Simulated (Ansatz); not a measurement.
Be2Se polymorphs, one row open

Theory: DFT PBE, scalar-relativistic, plane waves, PAW (Ansatz 0.2.0). All cells share a 420 eV cutoff and Γ-centred k meshes spaced at most about 0.3 Å⁻¹ (about 0.25 or finer for metals, 2π included). No spin polarisation.

Temperature and zero-point effects are left out. Rows are sorted by volume; energies count from the lowest form computed. Coordination counts Se atoms around Be (those within 1.25 times the shortest such distance or 1.15 times the sum of covalent radii; the shortest distance is added where it is long for a bond; a slash parts the counts of unlike sites). The table shows 7 of 8 forms computed.

| row | form | source | atoms | coordination | V (Å³/atom) | gap on mesh (eV) | ΔE (meV/atom) |
| --- | --- | --- | --- | --- | --- | --- | --- |
| 1 | P4/mmm | invented | 6 | Be 2/4/8 from 2.8 Å | 13.0 | 0 | 505 |
| 2 | AlB2 type, P6/mmm | invented | 3 | Be 6 from 2.7 Å | 13.3 | 0 | 726 |
| 3 | P6/mmm | invented | 3 | Be 3 | 13.4 | 0 | 811 |
| 4 | anti-cadmium iodide type, P-3m1 | invented | 3 | Be 3 | 14.0 | 0 | 416 |
| 5 | C2/m | invented | 6 | Be 2/3 | 15.0 | 0 | 0 |
| 6 | P3m1 | invented | 3 | Be 2/3 | 15.3 | 0 | ? |
| 7 | anti-fluorite type, Fm-3m | invented | 3 | Be 4 | 15.5 | 0 | 869 |

The cell of row 6:

```yaml
crystal:
  lattice:
    - [3.40922, 0.00000, 0.00000]
    - [-1.70461, 2.95247, 0.00000]
    - [0.00000, 0.00000, 4.56641]
  atoms:
    - { symbol: Be, position: [0.33333, 0.66667, 0.68130] }
    - { symbol: Be, position: [0.66667, 0.33333, 0.39176] }
    - { symbol: Se, position: [0.33333, 0.66667, 0.17694] }
```

Question: How far above the lowest form does the open row lie?

Answer: 253 meV/atom, which puts it above row 5 and below row 4. Counting Se atoms around Be, row 6 and the lowest form (row 5) both have Be 2/3.

An observed structure of this formula, if there is one, may be missing.

Cells relaxed within their symmetry can be saddle points. Some candidate types were left out of the draw beforehand, so a known form may be missing.
